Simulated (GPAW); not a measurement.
The system is TaS2.

```xyz
3
Lattice="3.3500 0.0000 0.0000 -1.6750 2.9012 0.0000 0.0000 0.0000 5.8600" Properties=species:S:1:pos:R:3 pbc="T T T"
Ta    0.0000    0.0000    0.0000
S     1.6750    0.9671    4.3950
S     0.0000    1.9341    1.4650
```

| Item | Value |
| --- | --- |
| Program | GPAW 26.7.0 |
| Task | relaxation of cell and atoms |
| Functional | revPBE |
| Dispersion | D4 |
| Potentials or basis | the program's PAW data sets (release 1.2.1) made for this functional |
| Cutoff | 600 eV |
| Basis | pw |
| k mesh | 9 × 9 × 5 |
| Occupations | fermi-dirac, width 0.05 eV |
| Spin | no spin polarisation |

At the start: pressure 6.0 GPa; volume 18.98 Å³/atom.

Question: Where does the relaxation end?

Answer: Over 12 steps the energy falls by 37.5 meV/atom and the volume is 18.47 Å³/atom (-2.7 %); space group P-3m1 (No. 164, to 0.05 Å).

The path:
| step | energy change (eV) | largest force (eV/Å) | pressure (GPa) | volume (Å³) |
| --- | --- | --- | --- | --- |
| 1 | 0.0000 | 1.3667 | 6.05 | 56.95 |
| 2 | -0.0618 | 0.8256 | 2.65 | 57.54 |
| 3 | -0.0947 | 0.1452 | -1.32 | 58.16 |
| 4 | -0.0968 | 0.0887 | -1.50 | 58.07 |
| 5 | -0.1043 | 0.0627 | -1.41 | 57.28 |
| 6 | -0.1066 | 0.0450 | -0.74 | 56.72 |
| 7 | -0.1075 | 0.0168 | -0.10 | 56.39 |
| 8 | -0.1080 | 0.0519 | 0.17 | 56.25 |
| 9 | -0.1091 | 0.1058 | 0.58 | 55.98 |
| 10 | -0.1106 | 0.1304 | 0.81 | 55.64 |
| 11 | -0.1119 | 0.0923 | 0.62 | 55.39 |
| 12 | -0.1124 | 0.0308 | 0.21 | 55.40 |

Final structure:
```yaml
crystal:
  lattice:
    - [3.33153, 0.00000, 0.00000]
    - [-1.66576, 2.88519, 0.00000]
    - [0.00000, 0.00000, 5.76395]
  atoms:
    - { symbol: Ta, position: [0.00000, 0.00000, 0.00000] }
    - { symbol: S, position: [0.66667, 0.33333, 0.73169] }
    - { symbol: S, position: [0.33333, 0.66667, 0.26831] }
```

Caveat: later steps reuse the first step's grids.
